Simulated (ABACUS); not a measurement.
# InP (F-43m) in ABACUS: a series of runs

Aim: see how the results for InP move with the level of theory and the settings. Levels: HLE16, PW91, BLYP. Tasks: single point, relaxation of cell and atoms.

Everything below comes from runs of ABACUS 3.10.1. Logs are shortened: lines on timing, memory, paths and dates and some standing lists are left out, and cuts for length are marked.

**What was measured.**

A printed reference work, data compilation reports, for a bulk crystal of InP at 1.6 K: band gap 1.4236 eV (direct).

The results are compared with them further down.

**1. The structure**

It takes space group F-43m (No. 216, cubic). Conventional cell: a = 5.861 Å, b = 5.861 Å, c = 5.861 Å, α = 90.00°, β = 90.00°, γ = 90.00°. In (site symmetry -43m) has 4 P at 2.54 Å as nearest neighbours. P (site symmetry -43m) has 4 In at 2.54 Å as nearest neighbours.

**2. Single point, HLE16**

The input, INPUT:

```
INPUT_PARAMETERS
suffix              InP
calculation         scf
basis_type          pw
pseudo_dir          ./
symmetry            1
dft_functional      GGA_XC_HLE16
ecutwfc             71
pseudo_rcut         10
nspin               1
nbands              19
ks_solver           dav
smearing_method     fd
smearing_sigma      0.00367493
scf_thr             1e-08
scf_nmax            100
mixing_type         broyden
mixing_beta         0.7
cal_force           1
cal_stress          1
out_chg             1
kpar                4
```

The input, STRU:

```
ATOMIC_SPECIES
In 114.8180 In.upf
P 30.9738 P.upf

LATTICE_CONSTANT
7.8316918400

LATTICE_VECTORS
0.0000000000 0.7071067812 0.7071067812
0.7071067812 0.0000000000 0.7071067812
0.7071067812 0.7071067812 0.0000000000

ATOMIC_POSITIONS
Cartesian

In
0.0
1
0.0000000000 0.0000000000 0.0000000000 1 1 1

P
0.0
1
1.0606601718 1.0606601718 1.0606601718 1 1 1
```

The input, KPT:

```
K_POINTS
0
Gamma
6 6 6 0 0 0
```

Potentials or basis: PseudoDojo NC SR 0.4.1 PBE standard, plane waves.

Launch:

```sh
$ OMP_NUM_THREADS=1 mpirun -np 4 abacus > log
```

running log:

```text
ABACUS v3.10.1

               Atomic-orbital Based Ab-initio Computation at UStc

 ------------------------------------------------------------------------------------

 READING GENERAL INFORMATION
                           global_out_dir = OUT.InP/
                           global_in_card = INPUT
                               pseudo_dir = ./
                              orbital_dir =
                                    DSIZE = 4
                                    GSIZE = 1

 READING UNITCELL INFORMATION
                                    ntype = 2
                  lattice constant (Bohr) = 7.83169
              lattice constant (Angstrom) = 4.14435

 READING ATOM TYPE 1
                               atom label = In
                      L=0, number of zeta = 1
                      L=1, number of zeta = 1
                      L=2, number of zeta = 1
             number of atom for this type = 1

 READING ATOM TYPE 2
                               atom label = P
                      L=0, number of zeta = 1
                      L=1, number of zeta = 1
                      L=2, number of zeta = 1
             number of atom for this type = 1

                        TOTAL ATOM NUMBER = 2
CARTESIAN COORDINATES ( UNIT =       7.831691840000 Bohr ).
    atom                   x                   y                   z     mag                  vx                  vy                  vz
tauc_In1            0.0000000000        0.0000000000        0.0000000000  0.0000        0.0000000000        0.0000000000        0.0000000000
tauc_P1            1.0606601718        1.0606601718        1.0606601718  0.0000        0.0000000000        0.0000000000        0.0000000000

                          Volume (Bohr^3) = 339.666
                             Volume (A^3) = 50.3332

 Lattice vectors: (Cartesian coordinate: in unit of a_0)
                   +0           +0.707107           +0.707107
            +0.707107                  +0           +0.707107
            +0.707107           +0.707107                  +0
 Reciprocal vectors: (Cartesian coordinate: in unit of 2 pi/a_0)
            -0.707107           +0.707107           +0.707107
            +0.707107           -0.707107           +0.707107
            +0.707107           +0.707107           -0.707107
 The esolver type has been set to : ksdft_pw

                PAO radial cut off (Bohr) = 10

 Read in pseudopotential file is In.upf
                     pseudopotential type = NC
          exchange-correlation functional = PBE
                 nonlocal core correction = 1
                        valence electrons = 13
                                     lmax = 2
                           number of zeta = 3
                     number of projectors = 6
                           L of projector = 0
                           L of projector = 0
                           L of projector = 1
                           L of projector = 1
                           L of projector = 2
                           L of projector = 2
 XC functional updated to : GGA_XC_HLE16
          exchange-correlation functional = GGA_XC_HLE16
                PAO radial cut off (Bohr) = 10

 Read in pseudopotential file is P.upf
                     pseudopotential type = NC
          exchange-correlation functional = PBE
                 nonlocal core correction = 1
                        valence electrons = 5
                                     lmax = 2
                           number of zeta = 2
                     number of projectors = 6
                           L of projector = 0
                           L of projector = 0
                           L of projector = 1
                           L of projector = 1
                           L of projector = 2
                           L of projector = 2
 XC functional updated to : GGA_XC_HLE16
          exchange-correlation functional = GGA_XC_HLE16
     initial pseudo atomic orbital number = 13

 SETUP THE ELECTRONS NUMBER
            electron number of element In = 13
      total electron number of element In = 13
             electron number of element P = 5
       total electron number of element P = 5
            AUTOSET number of electrons:  = 18
                           occupied bands = 9
                                   NBANDS = 19
                                   NLOCAL = 18

%%%%%%%%%%%%%%%%%%%%%%%%%%%%%%%%%%%%%%%%%%%%%%%%%%%%%%%%%%%%%%%%%%%%%%%%%%%%%%%%%%%%%%%%%%%%%%%%%%%%%%%%%%
 Warning: the number of valence electrons in pseudopotential > 3 for In: [Kr] 4d10 5s2 5p1
 Pseudopotentials with additional electrons can yield (more) accurate outcomes, but may be less efficient.
 If you're confident that your chosen pseudopotential is appropriate, you can safely ignore this warning.
%%%%%%%%%%%%%%%%%%%%%%%%%%%%%%%%%%%%%%%%%%%%%%%%%%%%%%%%%%%%%%%%%%%%%%%%%%%%%%%%%%%%%%%%%%%%%%%%%%%%%%%%%%

 SETUP THE PLANE WAVE BASIS
 energy cutoff for charge/potential (unit:Ry) = 284
            fft grid for charge/potential = [ 45, 45, 45 ]
                        fft grid division = [ 1, 1, 1 ]
[... 65 lines left out ...]
                                       S4 = 6
                                       S6 = 0
               POINT GROUP IN SPACE GROUP = T_d

 SETUP K-POINTS
                                    nspin = 1
                   Input type of k points = Monkhorst-Pack(Gamma)
                                   nkstot = 216
                       right hand lattice = 1
(for reciprocal lattice: )
                             BRAVAIS TYPE = 2
                     BRAVAIS LATTICE NAME = 02. Cubic I (body-centered)
                                    ibrav = 2
                       right hand lattice = 1
(for k-lattice: )
                             BRAVAIS TYPE = 2
                     BRAVAIS LATTICE NAME = 02. Cubic I (body-centered)
                                    ibrav = 2
                       right hand lattice = 1
                        ROTATION MATRICES = 48
                               nkstot_ibz = 16
K-POINTS REDUCTION ACCORDING TO SYMMETRY
     IBZ    DIRECT_X    DIRECT_Y    DIRECT_Z  WEIGHT  ibz2bz
       1  0.00000000  0.00000000  0.00000000  0.0046       0
       2  0.16666667  0.16666667  0.16666667  0.0370       1
       3  0.33333333  0.33333333  0.33333333  0.0370       2
       4  0.50000000  0.50000000  0.50000000  0.0185       3
       5  0.16666667  0.16666667  0.00000000  0.0278       7
       6  0.33333333  0.33333333  0.16666667  0.1111       8
[... 8 lines left out ...]
      15  0.50000000  0.33333333 -0.33333333  0.1111      52
      16  0.50000000  0.33333333 -0.16666667  0.0556      58

                               nkstot now = 16
[... K-POINTS DIRECT COORDINATES: 16 rows ...]

           k-point number in this process = 4
       minimum distributed K point number = 4
[... stars of the k points ...]

[... K-POINTS CARTESIAN COORDINATES: 4 rows ...]

[... K-POINTS DIRECT COORDINATES: 4 rows ...]

 SETUP PLANE WAVES FOR WAVE FUNCTIONS
     energy cutoff for wavefunc (unit:Ry) = 71
              fft grid for wave functions = [ 45, 45, 45 ]
                    number of plane waves = 4015
                         number of sticks = 337

 PARALLEL PW FOR WAVE FUNCTIONS
     PROC   COLUMNS(POT)             PW
        1            337           4015
 --------------- sum -------------------
        1            337           4015

 SETUP NONLOCAL PSEUDOPOTENTIALS IN PLANE WAVE BASIS
 In non-local projectors:
 projector 1 L=0
 projector 2 L=0
 projector 3 L=1
 projector 4 L=1
 projector 5 L=2
 projector 6 L=2
 P non-local projectors:
 projector 1 L=0
 projector 2 L=0
 projector 3 L=1
 projector 4 L=1
 projector 5 L=2
 projector 6 L=2
      TOTAL NUMBER OF NONLOCAL PROJECTORS = 36

 Init Non-Local PseudoPotential table :
 Init Non-Local-Pseudopotential done.

                                     npwx = 3479

 Make real space PAO into reciprocal space.
       max mesh points in Pseudopotential = 1001
     dq(describe PAO in reciprocal space) = 0.01
                                    max q = 1015

 number of pseudo atomic orbitals for In is 3
WARNING: norm of atomic wavefunction # 2 of atomic type In is 0.999992, renormalized
WARNING: norm of atomic wavefunction # 3 of atomic type In is 0.998067, renormalized

 number of pseudo atomic orbitals for P is 2
WARNING: norm of atomic wavefunction # 2 of atomic type P is 0.999977, renormalized

 -------------------------------------------
 SELF-CONSISTENT
 -------------------------------------------
                                 init_chg = atomic

 PW ALGORITHM --------------- ION=   1  ELEC=   1--------------------------------

 Density error is 0.241821534401
                          Error Threshold = 0.01
----------------------------------------------------------
     Energy           Rydberg                 eV
----------------------------------------------------------
 E_KohnSham     -157.7155216647      -2145.8297576819
 E_Harris       -156.1453799505      -2124.4668837015
 E_Fermi        0.3184197262         4.3323226325
----------------------------------------------------------
[... 75 lines left out ...]
 Density error is 9.69531163236e-09
                          Error Threshold = 3.30809796257e-10
----------------------------------------------------------
     Energy           Rydberg                 eV
----------------------------------------------------------
 E_KohnSham     -157.7537945394      -2146.3504868575
 E_KS(sigma->0) -157.7537945389      -2146.3504868507
 E_Harris       -157.7534587855      -2146.3459186914
 E_band         -8.2385394321        -112.0910794746
 E_one_elec     -51.3448369052       -698.5823447915
 E_Hartree      39.3500939386        535.3854944007
 E_xc           -56.0386473770       -762.4449125398
 E_Ewald        -89.7204041949       -1220.7087239132
 E_entropy(-TS) -0.0000000010        -0.0000000137
 E_descf        0.0000000000         0.0000000000
 E_exx          0.0000000000         0.0000000000
 E_Fermi        0.4190051775         5.7008579060
----------------------------------------------------------

 charge density convergence is achieved
 final etot is -2146.3504869 eV
 EFERMI = 5.700857906 eV

 STATE ENERGY(eV) AND OCCUPATIONS    NSPIN == 1
 1/4 kpoint (Cartesian) = 0.0000 0.0000 0.0000 (3479 pws)
       1       -11.7629     0.00925926
       2       -11.7629     0.00925926
       3       -11.7629     0.00925926
       4       -11.6644     0.00925926
       5       -11.6644     0.00925926
       6       -6.23161     0.00925926
[... 74 lines left out ...]
      18        18.4722        0.00000
      19        18.4722        0.00000

------------------------------------------------------------------------------------------
 TOTAL-FORCE (eV/Angstrom)
------------------------------------------------------------------------------------------
                       In1         0.0000000000         0.0000000000         0.0000000000
                        P1         0.0000000000         0.0000000000         0.0000000000
------------------------------------------------------------------------------------------

----------------------------------------------------------------
 TOTAL-STRESS (KBAR)
----------------------------------------------------------------
       -55.3305364519        -0.0000000000         0.0000000000
         0.0000000000       -55.3305364519        -0.0000000000
         0.0000000000        -0.0000000000       -55.3305364519
----------------------------------------------------------------
 TOTAL-PRESSURE: -55.330536 KBAR

 --------------------------------------------
 !FINAL_ETOT_IS -2146.3504868575059845 eV
 --------------------------------------------
```

Wall time 5 s (4 MPI ranks of Intel Xeon 6975P-C (Granite Rapids), shared host); peak memory 0.36 GiB.

Results:

```yaml
Free_energy: -2146.3505 eV
Pressure: -5.5 GPa
Band_gap_on_the_k_mesh: 1.44 eV, direct
```

Caveat: the potentials were made for a functional far from this one; the potentials were made for another functional, which shifts forces and pressure; spin-orbit coupling is left out, which moves the levels of the heavy elements.

(Continued in part 2 of 2.)
